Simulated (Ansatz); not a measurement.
# Mo (Im-3m) in Ansatz: further runs

One crystal, Mo, is run at these levels: LDA, PBEsol; tasks: relaxation of cell and atoms.

All numbers are computed with Ansatz 0.2.0; they aren't measurements. Logs are shortened: lines on timing, memory, paths and dates and some standing lists are left out, and cuts for length are marked.

**1. The structure**

Symmetry: Im-3m, No. 229, cubic system. Conventional cell: a = 3.168 Å, b = 3.168 Å, c = 3.168 Å, α = 90.00°, β = 90.00°, γ = 90.00°. Around Mo (site symmetry m-3m) lie 8 Mo at 2.74 Å.

**2. Relaxation of cell and atoms, LDA**

input.yaml

```yaml
crystal:
  lattice:
    - [-1.5838089719, 1.5838089719, 1.5838089719]
    - [1.5838089719, -1.5838089719, 1.5838089719]
    - [1.5838089719, 1.5838089719, -1.5838089719]
  atoms:
    - { symbol: Mo, position: [0.0, 0.0, 0.0] }
kpoints:
  mp_grid: { grid: [12, 12, 12] }
scf:
  occupations: { method: fermi_dirac, width: 0.05 }
hamiltonian:
  xc: lda
  pseudopotentials: { kind: all_electron, lapw: { basis_error: 0.001 } }
output:
  forces: true
  stress: true
relax:
  f_tol: 0.02
  max_steps: 60
  cell: {}
```

Potentials or basis: all-electron LAPW, scalar-relativistic.

The run is started by

```bash
$ ansatz run input.yaml --threads 1 --pin off --max-ram 3072MiB --backend cpu --events-out ev --progress --plain --runs-dir out
```

Log:

```text
Warning: RAYON_NUM_THREADS=1 ignored (pool sized by the plan → 1); use --threads N
The last accepted step is kept in <dir> (removed where the run ends without a failure and the disk answers)
LAPW: plane waves up to 8.329 Å⁻¹, error target 1.0e-3 eV per atom; small_component_spin mean_spin; Mo in spheres of 1.330 Å, 30 of its electrons in bands, Dirac shells [] (how accurate: hamiltonian.pseudopotentials.lapw.basis_error, Limitations)
Engine: ansatz 0.2.0, aarch64-unknown-linux-gnu
Pseudopotentials: kind: all_electron
Pseudopotential: Mo, LAPW, valence charge 30, lapw/all_electron/scalar/gaussian/Mo, Koelling and Harmon's equation, gaussian nucleus
Functional definition: SPW92
  exchange = slater_x
  correlation = pw_c
Crystal: 1 atoms, lattice volume = 15.892 Å³
Basis set: ecut = 264.28659275586494 eV, 141 PW (Γ), exchange–correlation at level 2
Bands: 19, of which v1, the nominal top of the filled ones, is band 15 counted from 1 (14 counted from 0)
Symmetry: 48 space group operations
Space group: Im-3m (ITA 229), of the structure as read, at distance tolerance 2.5e-5 Å
k-points: 72 of 1728
Non-local potential: Mo, projectors of the file, none
Initial density: superposition of atomic densities (chi_scale 0.1, normalization cell)
Initial wavefunctions: plane waves of lowest kinetic energy (no species holds an atomic orbital)
Functional: x = slater, c = lda
iter 1 solved again at ethr=1.21e-3 eV; its pass at ethr=1.00e-1 eV (dr2=3.64e-1 eV) is discarded
SCF iter   1: F=—  HF=-110065.491141 eV  |F-HF|=—  |Δ(HF+E_count)|=         —  Δρ=6.01e-2  dr2=3.65e-1  ethr=1.21e-3  ⟨swp⟩=2.2  Hψ=8367  notcnv=0
preconditioner: auto → Kerker (q_TF=auto, 3.033 Å⁻¹)  [metal: Δε(μ)=0.077 eV  Ē_g=8.518 eV  σ=0.050 eV  W_gap=0.35  n_scr=12 (ndim 8)  ℏωp=22.8 eV  f_vac=0.000  D(μ)=0.57/eV (n_scr^D=0)]
SCF iter   2: F=—  HF=-110064.829785 eV  |F-HF|=—  |Δ(HF+E_count)|=   6.61e-1  Δρ=2.47e-2  dr2=7.29e-2  ethr=1.21e-3  ⟨swp⟩=2.1  Hψ=4256  notcnv=0
SCF iter   3: F=—  HF=-110064.802397 eV  |F-HF|=—  |Δ(HF+E_count)|=         —  Δρ=1.44e-2  dr2=2.92e-2  ethr=2.43e-4  ⟨swp⟩=2.0  Hψ=3898  notcnv=0
the basis was enlarged: its passes take 548.7 KiB over the memory plan, 1 of 1 planned eigensolver slots
SCF iter   4: F=—  HF=-110064.799662 eV  |F-HF|=—  |Δ(HF+E_count)|=   2.73e-3  Δρ=5.37e-3  dr2=5.02e-3  ethr=9.74e-5  ⟨swp⟩=2.0  Hψ=3766  notcnv=0
iter 5 solved again at ethr=8.11e-7 eV; its pass at ethr=1.67e-5 eV (dr2=2.43e-4 eV) is discarded
SCF iter   5: F=—  HF=-110064.800116 eV  |F-HF|=—  |Δ(HF+E_count)|=   4.54e-4  Δρ=1.28e-3  dr2=2.43e-4  ethr=8.11e-7  ⟨swp⟩=2.0  Hψ=6722  notcnv=0
SCF iter   6: F=—  HF=-110064.800097 eV  |F-HF|=—  |Δ(HF+E_count)|=   1.88e-5  Δρ=3.18e-4  dr2=8.16e-6  ethr=8.09e-7  ⟨swp⟩=2.0  Hψ=3972  notcnv=0
SCF iter   7: F=-110064.800098 eV  HF=-110064.800098 eV  |F-HF|=2.71e-8  |Δ(HF+E_count)|=   5.98e-7  Δρ=2.02e-5  dr2=2.29e-8  ethr=2.72e-8  ⟨swp⟩=2.0  Hψ=3974  notcnv=0  defer=1
SCF 1 converged in 7 iterations: F = -110064.800098 eV  dr2 = 2.29e-8
relax step   1: F+E_penalty+E_count = -110064.80009798 eV  Δ(F+E_penalty+E_count) = +0.000e0 eV  max|allowed force component| = 0.000e0 eV/Å  Δτ_max = 0.0000 Å  P = -14.137 GPa  Ω = 15.892 Å³  (7 SCF iters, accepted)
Crystal: 1 atoms, lattice volume = 13.629 Å³
Basis set: ecut = 292.77553051454015 eV, 141 PW (Γ), exchange–correlation at level 2
Initial density: handed on by an earlier stage of this run
Initial wavefunctions: those handed on with the density
iter 1 solved again at ethr=7.09e-6 eV; its pass at ethr=1.00e-1 eV (dr2=2.13e-3 eV) is discarded
SCF iter   1: F=—  HF=-110064.703347 eV  |F-HF|=—  |Δ(HF+E_count)|=         —  Δρ=5.44e-3  dr2=2.12e-3  ethr=7.09e-6  ⟨swp⟩=4.1  Hψ=7356  notcnv=0
preconditioner: auto → Kerker (q_TF=auto, 3.112 Å⁻¹)  [metal: Δε(μ)=0.149 eV  Ē_g=9.502 eV  σ=0.050 eV  W_gap=0.48  n_scr=12 (ndim 8)  ℏωp=24.6 eV  f_vac=0.000  D(μ)=0.37/eV (n_scr^D=0)]
iter 2 solved again at ethr=4.10e-7 eV; its pass at ethr=7.08e-6 eV (dr2=1.23e-4 eV) is discarded
SCF iter   2: F=—  HF=-110064.689157 eV  |F-HF|=—  |Δ(HF+E_count)|=   1.42e-2  Δρ=1.32e-3  dr2=1.23e-4  ethr=4.10e-7  ⟨swp⟩=2.0  Hψ=6879  notcnv=0
SCF iter   3: F=—  HF=-110064.688782 eV  |F-HF|=—  |Δ(HF+E_count)|=   3.75e-4  Δρ=7.23e-4  dr2=3.76e-5  ethr=4.10e-7  ⟨swp⟩=2.0  Hψ=3971  notcnv=0
SCF iter   4: F=—  HF=-110064.688752 eV  |F-HF|=—  |Δ(HF+E_count)|=   2.94e-5  Δρ=3.01e-4  dr2=6.96e-6  ethr=1.25e-7  ⟨swp⟩=2.0  Hψ=3971  notcnv=0
SCF iter   5: F=—  HF=-110064.688752 eV  |F-HF|=—  |Δ(HF+E_count)|=   1.41e-7  Δρ=8.77e-5  dr2=8.00e-7  ethr=2.32e-8  ⟨swp⟩=2.0  Hψ=3971  notcnv=0
SCF iter   6: F=-110064.688752 eV  HF=-110064.688752 eV  |F-HF|=1.59e-8  |Δ(HF+E_count)|=   5.36e-8  Δρ=1.81e-5  dr2=4.10e-8  ethr=2.67e-9  ⟨swp⟩=2.0  Hψ=3971  notcnv=0
SCF 2 converged in 6 iterations: F = -110064.688752 eV  dr2 = 4.10e-8
relax step   2: F+E_penalty+E_count = -110064.68875205 eV  Δ(F+E_penalty+E_count) = +1.113e-1 eV  max|allowed force component| = 0.000e0 eV/Å  Δτ_max = 0.0000 Å  P = +36.390 GPa  Ω = 13.629 Å³  (6 SCF iters, rejected (line search))
Crystal: 1 atoms, lattice volume = 15.187 Å³
Basis set: ecut = 272.40475225433045 eV, 141 PW (Γ), exchange–correlation at level 2
iter 1 solved again at ethr=3.99e-6 eV; its pass at ethr=1.00e-1 eV (dr2=1.20e-3 eV) is discarded
SCF iter   1: F=—  HF=-110064.845016 eV  |F-HF|=—  |Δ(HF+E_count)|=         —  Δρ=3.73e-3  dr2=1.20e-3  ethr=3.99e-6  ⟨swp⟩=4.5  Hψ=7383  notcnv=0
preconditioner: auto → Kerker (q_TF=auto, 3.056 Å⁻¹)  [metal: Δε(μ)=0.102 eV  Ē_g=8.611 eV  σ=0.050 eV  W_gap=0.43  n_scr=12 (ndim 8)  ℏωp=23.3 eV  f_vac=0.000  D(μ)=0.26/eV (n_scr^D=0)]
iter 2 solved again at ethr=2.29e-7 eV; its pass at ethr=3.99e-6 eV (dr2=6.88e-5 eV) is discarded
SCF iter   2: F=—  HF=-110064.837704 eV  |F-HF|=—  |Δ(HF+E_count)|=   7.31e-3  Δρ=8.83e-4  dr2=6.88e-5  ethr=2.29e-7  ⟨swp⟩=2.0  Hψ=6847  notcnv=0
preconditioner: auto → none  [insulator: Δε(μ)=0.133 eV  Ē_g=8.581 eV  σ=0.050 eV  W_gap=0.55  n_scr=12 (ndim 8)  ℏωp=23.3 eV  f_vac=0.000  D(μ)=0.25/eV (n_scr^D=0)  ε∞_Penn≈8.4]
SCF iter   3: F=—  HF=-110064.837525 eV  |F-HF|=—  |Δ(HF+E_count)|=   1.79e-4  Δρ=3.63e-4  dr2=1.12e-5  ethr=2.29e-7  ⟨swp⟩=2.0  Hψ=3972  notcnv=0
SCF iter   4: F=—  HF=-110064.837509 eV  |F-HF|=—  |Δ(HF+E_count)|=   1.61e-5  Δρ=5.90e-5  dr2=2.45e-7  ethr=3.72e-8  ⟨swp⟩=2.0  Hψ=3972  notcnv=0
SCF iter   5: F=-110064.837508 eV  HF=-110064.837508 eV  |F-HF|=5.68e-10  |Δ(HF+E_count)|=   1.68e-7  Δρ=5.32e-6  dr2=1.58e-9  ethr=8.15e-10  ⟨swp⟩=2.0  Hψ=3972  notcnv=0
SCF 3 converged in 5 iterations: F = -110064.837508 eV  dr2 = 1.58e-9
relax step   3: F+E_penalty+E_count = -110064.83750842 eV  Δ(F+E_penalty+E_count) = -3.741e-2 eV  max|allowed force component| = 0.000e0 eV/Å  Δτ_max = 0.0000 Å  P = -2.380 GPa  Ω = 15.187 Å³  (5 SCF iters, accepted)
Crystal: 1 atoms, lattice volume = 15.051 Å³
Basis set: ecut = 274.03340158211955 eV, 141 PW (Γ), exchange–correlation at level 2
iter 1 solved again at ethr=2.95e-9 eV; its pass at ethr=1.00e-1 eV (dr2=8.84e-7 eV) is discarded
SCF iter   1: F=—  HF=-110064.838471 eV  |F-HF|=—  |Δ(HF+E_count)|=         —  Δρ=2.67e-4  dr2=5.95e-6  ethr=2.95e-9  ⟨swp⟩=5.2  Hψ=7804  notcnv=0
eigensolver tolerance schedule calibrated: the retry pair's looser diagonalisation under-reported the residual by θ = 0.85 (0.11/decade); ethr = c·dr2/N_el runs at the constant in force after the calibration composes with the one it found (an armed cap, an earlier calibration), c = 7.8e-2
preconditioner: auto → none  [insulator: Δε(μ)=0.158 eV  Ē_g=8.653 eV  σ=0.050 eV  W_gap=0.63  n_scr=12 (ndim 8)  ℏωp=23.4 eV  f_vac=0.000  D(μ)=0.24/eV (n_scr^D=0)  ε∞_Penn≈8.3]
SCF iter   2: F=—  HF=-110064.838427 eV  |F-HF|=—  |Δ(HF+E_count)|=   4.49e-5  Δρ=5.99e-5  dr2=3.36e-7  ethr=2.95e-9  ⟨swp⟩=3.0  Hψ=4195  notcnv=0
SCF iter   3: F=—  HF=-110064.838426 eV  |F-HF|=—  |Δ(HF+E_count)|=   7.46e-7  Δρ=2.84e-5  dr2=7.63e-8  ethr=8.76e-10  ⟨swp⟩=2.0  Hψ=3971  notcnv=0
iter 4 solved again at ethr=7.76e-12 eV; its pass at ethr=1.99e-10 eV (dr2=2.98e-9 eV) is discarded
SCF iter   4: F=-110064.838426 eV  HF=-110064.838426 eV  |F-HF|=3.06e-10  |Δ(HF+E_count)|=   8.10e-8  Δρ=5.38e-6  dr2=2.95e-9  ethr=7.76e-12  ⟨swp⟩=2.0  Hψ=6718  notcnv=0
SCF 4 converged in 4 iterations: F = -110064.838426 eV  dr2 = 2.95e-9
relax step   4: F+E_penalty+E_count = -110064.83842571 eV  Δ(F+E_penalty+E_count) = -9.173e-4 eV  max|allowed force component| = 0.000e0 eV/Å  Δτ_max = 0.0000 Å  P = +0.226 GPa  Ω = 15.051 Å³  (4 SCF iters, accepted)
Crystal: 1 atoms, lattice volume = 15.063 Å³
Basis set: ecut = 273.8921712778025 eV, 141 PW (Γ), exchange–correlation at level 2
iter 1 solved again at ethr=2.62e-11 eV; its pass at ethr=1.00e-1 eV (dr2=7.86e-9 eV) is discarded
SCF iter   1: F=—  HF=-110064.838434 eV  |F-HF|=—  |Δ(HF+E_count)|=         —  Δρ=2.70e-5  dr2=6.58e-8  ethr=2.62e-11  ⟨swp⟩=5.9  Hψ=7755  notcnv=0
preconditioner: auto → none  [insulator: Δε(μ)=0.153 eV  Ē_g=8.649 eV  σ=0.050 eV  W_gap=0.62  n_scr=12 (ndim 8)  ℏωp=23.4 eV  f_vac=0.000  D(μ)=0.24/eV (n_scr^D=0)  ε∞_Penn≈8.3]
SCF iter   2: F=-110064.838434 eV  HF=-110064.838434 eV  |F-HF|=8.43e-9  |Δ(HF+E_count)|=   3.50e-7  Δρ=3.59e-6  dr2=1.03e-9  ethr=2.62e-11  ⟨swp⟩=3.0  Hψ=4196  notcnv=0
SCF 5 converged in 2 iterations: F = -110064.838434 eV  dr2 = 1.03e-9
relax step   5: F+E_penalty+E_count = -110064.83843380 eV  Δ(F+E_penalty+E_count) = -8.092e-6 eV  max|allowed force component| = 0.000e0 eV/Å  Δτ_max = 0.0000 Å  P = -0.003 GPa  Ω = 15.063 Å³  (2 SCF iters, accepted)
iter 1 solved again at ethr=2.71e-11 eV; its pass at ethr=1.00e-1 eV (dr2=8.14e-9 eV) is discarded
SCF iter   1: F=—  HF=-110064.838434 eV  |F-HF|=—  |Δ(HF+E_count)|=         —  Δρ=3.59e-6  dr2=1.03e-9  ethr=2.71e-11  ⟨swp⟩=7.1  Hψ=8399  notcnv=0
SCF iter   2: F=-110064.838434 eV  HF=-110064.838434 eV  |F-HF|=6.98e-10  |Δ(HF+E_count)|=   2.27e-9  Δρ=1.69e-6  dr2=2.28e-10  ethr=4.44e-12 (applied; sched 3.43e-12)  ⟨swp⟩=2.0  Hψ=3971  notcnv=0
SCF 6 converged in 2 iterations: F = -110064.838434 eV  dr2 = 2.28e-10
relax step   6: F+E_penalty+E_count = -110064.83843409 eV  Δ(F+E_penalty+E_count) = -2.928e-7 eV  max|allowed force component| = 0.000e0 eV/Å  Δτ_max = 0.0000 Å  P = -0.003 GPa  Ω = 15.063 Å³  stress off target by 3.11e-3 GPa  SCF on the basis re-selected at this cell (its energy is not comparable with the rows above)  (2 SCF iters)
basis re-selected at this cell: Δ(F+E_penalty+E_count) = -2.928e-7 eV, ΔP = -0.000 GPa vs the last step (what re-selecting the basis moved, after the strain that the cell walked since its last selection, with what the two solves' SCF thresholds leave and, on support functions, any second-order correction that the steps lacked; it is no measure of the basis error at this ecutwfc). This SCF's stress stands 3.11e-3 GPa from its target on what of the cell is left free (relax.cell.stress_tol is 5.00e-2 GPa) and its largest allowed force component is 0.00e0 eV/Å (relax.f_tol is 2.00e-2 eV/Å): within both
SCF converged after 2 iterations
Free energy (F): -110064.838434 eV
Harris-Foulkes:  -110064.838434 eV  (|F-HF|=6.98e-10)
Internal energy: -110064.836354 eV  (E = F + TS)
E sigma→0 (E₀):  -110064.837394 eV
Entropy (-TS):   -0.002080 eV (-2.080 meV/atom)
Fermi energy:    24.122570 eV
--- Per-component energies (eV) ---
  E_band       = -4053.477843
  E_kinetic    = 114027.773115
  E_xc         = -3257.172188
  E_electrostatic = -220835.437280  (all electrons and nuclei)
  E_smearing   = -0.002080  (= −TS)
  E_closure    = 0.000000  (closes the sum)
  E_atoms      = -110052.640327  (free atoms, spherical and without spin; not in F)
  Σ components = -110064.838434   (vs F -110064.838434, Δ=0.00e0)
  Basis errors (estimates in eV, not in F): energy 2.4e-4 per atom: plane waves 2.2e-4 (1.2e-4 summed), levels above the bands 3.8e-84, relativity 8.8e-9, radial functions 2.7e-5, core shells 6.0e-7; eigenvalues (radial functions only) 1.5e-6; not estimated: angular momenta, meshes, grids; target (lapw.basis_error) 1.0e-3; muffin-tin radii Mo 1.307 Å
--- Forces (eV/Å), atoms counted from 1 ---
  atom   1  Mo     0.00000000     0.00000000    -0.00000000
  max |Σ_I F_I| component: 3.12e-31 eV/Å
--- Stress (GPa, compression-positive) ---
       -0.003115      -0.000000      -0.000000
       -0.000000      -0.003115       0.000000
       -0.000000       0.000000      -0.003115
  P = ⅓ Tr σ = -0.0031 GPa (-0.031 kbar)
--- Relaxed structure (5 steps of the walk, 4 accepted, 1 SCFs on fresh bases) ---
  F+E_penalty+E_count = -110064.83843409 eV   max|allowed force component| = 0.000e0 eV/Å   (the final SCF, on the basis selected at the relaxed cell)
  cell:  # Å, volume = 15.0630 Å³
    - [-1.5557884941739846, 1.5557884941739846, 1.5557884941739846]
    - [1.5557884941739846, -1.5557884941739846, 1.5557884941739846]
    - [1.5557884941739846, 1.5557884941739846, -1.5557884941739846]
  atoms:
    - { symbol: Mo, position: [0.0, 0.0, 0.0] }
```

It took 17 s on 1 thread of Arm Neoverse V2, shared host; peak memory 0.27 GiB.

Results:

| Quantity | Value |
| --- | --- |
| Free energy | -110064.8384 eV |
| Relaxed volume | 15.06 Å³/atom |
| Relaxed cell | a = 2.695 Å, b = 2.695 Å, c = 2.695 Å, α = 109.47°, β = 109.47°, γ = 109.47° |
| Space group after relaxing (to 0.05 Å) | Im-3m (No. 229) |
| Energy gained by relaxing | 38.3 meV/atom |
| Ionic steps | 5 |
| Pressure after relaxing | 0.0 GPa |

Step by step:
| step | energy change (eV) | largest force (eV/Å) | volume (Å³) |
| --- | --- | --- | --- |
| 1 | 0.0000 | 0.0000 | 15.89 |
| 2 | -0.0374 | 0.0000 | 15.19 |
| 3 | -0.0383 | 0.0000 | 15.05 |
| 4 | -0.0383 | 0.0000 | 15.06 |
| 5 | -0.0383 | 0.0000 | 15.06 |

Final structure:
```
Mo
1.0
    -1.55579    1.55579    1.55579
     1.55579   -1.55579    1.55579
     1.55579    1.55579   -1.55579
Mo
1
Direct
  0.00000 0.00000 0.00000
```

**3. Relaxation of cell and atoms, PBEsol**

input.yaml, as its differences from that of step 2:

```diff
@@ -12,3 +12,3 @@
 hamiltonian:
-  xc: lda
+  xc: pbesol
   pseudopotentials: { kind: all_electron, lapw: { basis_error: 0.001 } }
@@ -18,3 +18,3 @@
 relax:
-  f_tol: 0.02
+  f_tol: 0.01
   max_steps: 60
```

Potentials or basis: all-electron LAPW, scalar-relativistic.

The run is started by

```bash
$ ansatz run input.yaml --threads 1 --pin off --max-ram 3072MiB --backend cpu --events-out ev --progress --plain --runs-dir out
```

Log:

```text
Warning: RAYON_NUM_THREADS=1 ignored (pool sized by the plan → 1); use --threads N
[... 1 set-up line as earlier in the session ...]
LAPW: plane waves up to 8.339 Å⁻¹, error target 1.0e-3 eV per atom; small_component_spin mean_spin; Mo in spheres of 1.330 Å, 30 of its electrons in bands, Dirac shells [] (how accurate: hamiltonian.pseudopotentials.lapw.basis_error, Limitations)
[... 3 set-up lines as earlier in the session ...]
Functional definition: PBEsol
  exchange = pbesol_x
  correlation = pbesol_c
Crystal: 1 atoms, lattice volume = 15.892 Å³
Basis set: ecut = 264.93357717494456 eV, 141 PW (Γ), exchange–correlation at level 2
Bands: 19, of which v1, the nominal top of the filled ones, is band 15 counted from 1 (14 counted from 0)
[... 2 set-up lines as earlier in the session ...]
k-points: 72 of 1728
[... 3 set-up lines as earlier in the session ...]
[... 66 lines left out ...]
  E_band       = -4064.234897
  E_kinetic    = 114107.998692
  E_xc         = -3312.042555
  E_electrostatic = -220915.284053  (all electrons and nuclei)
  E_smearing   = -0.002278  (= −TS)
  E_closure    = 0.000000  (closes the sum)
  E_atoms      = -110107.552781  (free atoms, spherical and without spin; not in F)
  Σ components = -110119.330194   (vs F -110119.330194, Δ=0.00e0)
  Basis errors (estimates in eV, not in F): energy 2.5e-4 per atom: plane waves 2.1e-4 (1.1e-4 summed), levels above the bands 8.0e-83, relativity 1.1e-8, radial functions 3.9e-5, core shells 5.0e-7; eigenvalues (radial functions only) 1.4e-6; not estimated: angular momenta, meshes, grids; target (lapw.basis_error) 1.0e-3; muffin-tin radii Mo 1.314 Å
--- Forces (eV/Å), atoms counted from 1 ---
  atom   1  Mo     0.00000000    -0.00000000    -0.00000000
  max |Σ_I F_I| component: 1.31e-31 eV/Å
--- Stress (GPa, compression-positive) ---
        0.008473       0.000000       0.000000
        0.000000       0.008473       0.000000
        0.000000       0.000000       0.008473
  P = ⅓ Tr σ = 0.0085 GPa (0.085 kbar)
--- Relaxed structure (4 steps of the walk, 3 accepted, 1 SCFs on fresh bases) ---
  F+E_penalty+E_count = -110119.33019384 eV   max|allowed force component| = 0.000e0 eV/Å   (the final SCF, on the basis selected at the relaxed cell)
  cell:  # Å, volume = 15.3186 Å³
    - [-1.5645401361206133, 1.5645401361206133, 1.5645401361206133]
    - [1.5645401361206133, -1.5645401361206133, 1.5645401361206133]
    - [1.5645401361206133, 1.5645401361206133, -1.5645401361206133]
  atoms:
    - { symbol: Mo, position: [0.0, 0.0, 0.0] }
```

Run time: 16 s. Hardware: 1 thread of Arm Neoverse V2, shared host; peak memory 0.27 GiB.

What came out:

```
Free energy                            : -110119.3302 eV
Relaxed volume                         : 15.32 Å³/atom
Relaxed cell                           : a = 2.710 Å, b = 2.710 Å, c = 2.710 Å, α = 109.47°, β = 109.47°, γ = 109.47°
Space group after relaxing (to 0.05 Å) : Im-3m (No. 229)
Energy gained by relaxing              : 17.7 meV/atom
Ionic steps                            : 4
Pressure after relaxing                : 0.0 GPa
```

The path:
```csv
step,energy change (eV),largest force (eV/Å),volume (Å³)
1,0.0000,0.0000,15.89
2,-0.0174,0.0000,15.39
3,-0.0177,0.0000,15.32
4,-0.0177,0.0000,15.32
```

Final structure:
```
Mo
1.0
    -1.56454    1.56454    1.56454
     1.56454   -1.56454    1.56454
     1.56454    1.56454   -1.56454
Mo
1
Direct
  0.00000 0.00000 0.00000
```
